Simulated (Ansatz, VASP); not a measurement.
## One calculation of AlCu3, two programs

Contents of INCAR:

```
PREC = Accurate
ENCUT = 520
EDIFF = 1E-7
ISMEAR = 0
SIGMA = 0.15
LREAL = F
LASPH = T
NELM = 60
ALGO = Normal
ISIF = 2
LWAVE = F
LCHARG = T
GGA = CA
LELF = T
LVHAR = T
NBANDS = 26
```

File KPOINTS:

```
Automatic mesh
0
Gamma
  12 12 12
```

The input POSCAR:

```
AlCu3
1.0
    3.5290891026      0.0000000000      0.0000000000
    0.0000000000      3.5290891026      0.0000000000
    0.0000000000      0.0000000000      3.5290891026
Al Cu
1 3
Direct
    0.0000000000      0.0000000000      0.0000000000
    0.5000000000      0.5000000000      0.0000000000
    0.5000000000      0.0000000000      0.5000000000
    0.0000000000      0.5000000000      0.5000000000
```

Input for Ansatz:

```yaml
crystal:
  lattice:
    - [3.5290891026, 0.0, 0.0]
    - [0.0, 3.5290891026, 0.0]
    - [0.0, 0.0, 3.5290891026]
  atoms:
    - { symbol: Al, position: [0.0, 0.0, 0.0] }
    - { symbol: Cu, position: [0.5, 0.5, 0.0] }
    - { symbol: Cu, position: [0.5, 0.0, 0.5] }
    - { symbol: Cu, position: [0.0, 0.5, 0.5] }
basis:
  ecutwfc: 520.0
kpoints:
  mp_grid: { grid: [12, 12, 12] }
hamiltonian:
  xc: lda
  pseudopotentials: { kind: paw, azcp: { folder: soft_1 } }
scf:
  occupations: { method: gaussian, width: 0.15 }
output:
  forces: true
  stress: true
  eigenvalues: true
```

Change from the starting cell: mode 5 frozen in at +0.000 Å, equal normal strain along x, y and z -0.0167.

Alike in both runs: task single point; functional LDA; k mesh 12 × 12 × 12; occupations gaussian, width 0.15 eV; no spin polarisation.

```csv
,VASP,Ansatz
version,VASP 6.6.1,Ansatz 0.2.0
potentials or method,"VASP PAW LDA potentials, release 64 (Al, Cu)","scalar-relativistic, plane waves, PAW"
plane-wave cutoff (eV),520,520
valence electrons in the cell,36,60
```

Ansatz gave:

```
gap on the k mesh at the Fermi level (eV) : none
pressure (GPa)                            : 9.5
```

Problem. Estimate VASP's values.

Solution. gap on the k mesh at the Fermi level (eV): none; pressure (GPa): 10.2.

A gap of «none» marks a metal or a gap that the smearing closes. The two sets of potentials don't hold the same shells in valence. Ansatz warned: «pseudo_functional_mismatch».
